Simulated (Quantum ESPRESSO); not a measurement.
The system is SrO.

```
CELL_PARAMETERS angstrom
0.00000 2.56630 2.56630
2.56630 0.00000 2.56630
2.56630 2.56630 0.00000
ATOMIC_POSITIONS crystal
Sr 0.50000 0.50000 0.50000
O 0.00000 0.00000 0.00000
```

```yaml
Program: Quantum ESPRESSO 7.5
Task: phonons
Functional: LDA
Potentials_or_basis: GBRV 1.5 LDA
Cutoff: 612 eV
Density_cutoff: 4898 eV
k_mesh: 6 × 6 × 6, shifted
Occupations: fermi-dirac, width 0.05 eV
Spin: no spin polarisation
Target_pressure: 50 GPa
Form_of_the_LDA_correlation: PZ81
Mixing_beta: 0.5
Most_SCF_iterations: 120
SCF_threshold: 4e-10 Ry
```

The cell and the atoms were relaxed first at 50 GPa, to 12.48 Å³/atom (a = 3.281 Å, b = 3.281 Å, c = 3.281 Å, α = 60.00°, β = 60.00°, γ = 60.00°), and the response was taken there.

The first run showed a gap, so the response started from a second, tighter run with fixed occupations.

Problem. Which optical modes does the crystal have at the zone centre, and which show in infrared and Raman spectra?

Solution. The optical modes are T1u. Infrared active: T1u. None is Raman active.

Optical modes at Γ, degenerate ones joined, polar ones without the macroscopic field:
| cm⁻¹ | components | symmetry | active in | IR intensity, summed ((D/Å)²/amu) |
| --- | --- | --- | --- | --- |
| 363 | 3 | T1u | IR | 38.50 |

Zone-centre frequencies without and with the macroscopic field along z (cm⁻¹):
|  | optical modes in rising order |
| --- | --- |
| without | 363 363 363 |
| with the field | 363 363 626 |

Born effective charge tensors (e):
atom 1, Sr
```
2.74 0.00 0.00
0.00 2.74 0.00
0.00 0.00 2.74
```
atom 2, O
```
-2.74  0.00  0.00
 0.00 -2.74  0.00
 0.00  0.00 -2.74
```

Electronic dielectric tensor:
```
4.21 0.00 0.00
0.00 4.21 0.00
0.00 0.00 4.21
```

Static dielectric tensor, electrons and zone-centre modes:
```
12.53  0.00  0.00
 0.00 12.53  0.00
 0.00  0.00 12.53
```

Caveat: the volume moved by over 15 % at a fixed basis, so the end points are rough; the cell is more than 3 GPa from zero pressure, which shifts response properties.
